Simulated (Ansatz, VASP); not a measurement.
**CoH4: VASP beside Ansatz**

```
Co H
1.0
     2.63633    0.00000    0.00000
    -1.31817    2.28313    0.00000
     0.00000    0.00000    5.20737
Co H
1 4
Direct
  0.00000 0.00000 0.00000
  0.33333 0.66667 0.18586
  0.33333 0.66667 0.81414
  0.66667 0.33333 0.81414
  0.66667 0.33333 0.18586
```

Alike in both runs: functional PBE; k mesh 18 × 18 × 8; occupations gaussian, width 0.1 eV; no spin polarisation.

Ansatz relaxed the structure, and its values are those at the end. VASP's run is a single point on that final structure, the one shown.

|  | VASP | Ansatz |
| --- | --- | --- |
| version | VASP 6.6.1 | Ansatz 0.2.0 |
| potentials or method | VASP PAW PBE potentials, release 64 (Co, H) | scalar-relativistic, plane waves, PAW |
| plane-wave cutoff (eV) | 520 | 420 |
| valence electrons in the cell | 13 | 21 |

```tsv
	VASP	Ansatz	Ansatz less VASP
gap on the k mesh at the Fermi level (eV)	none	none	-
pressure (GPa)	-0.1	0.0	+0.14
```

A gap of «none» marks a metal or a gap that the smearing closes. The two sets of potentials don't hold the same shells in valence.

Spin polarisation is off, so any magnetic state and its effect on volume and gap are missing.
